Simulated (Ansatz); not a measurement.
## Which element?

Cell vectors (Å):

```
 3.2484  0.0000  0.0000
-1.6242  2.8132  0.0000
 0.0000  0.0000 12.7404
```

| atom | a | b | c |
| --- | --- | --- | --- |
| X | 0.3333 | 0.6667 | 0.2500 |
| X | 0.6667 | 0.3333 | 0.7500 |
| Se | 0.3333 | 0.6667 | 0.6199 |
| Se | 0.6667 | 0.3333 | 0.1199 |
| Se | 0.3333 | 0.6667 | 0.8801 |
| Se | 0.6667 | 0.3333 | 0.3801 |

Theory: LDA, PAW on Ansatz 0.2.0's default frozen-core files (fitted under PBE), scalar-relativistic. k mesh 6×6×2, strains of ±0.003, fixed occupations.

Elastic constants of a crystal by Kohn-Sham DFT: slopes of the stress over finite engineering strains of the given cell, Voigt indices, Cartesian axes as in the cell vectors.

```
index  elastic (GPa)
   11          196.6
   12           45.1
   13           13.1
   33           52.4
   44           20.5
```

All X atoms are one element. Which one was computed?

Mo; the crystal is MoSe2 (P6_3/mmc).

Caveats: frozen-core PAW files fitted under PBE, their cores solved anew for the functional of the run; no dispersion correction, so the spacing and stiffness between layers or molecules are poor.
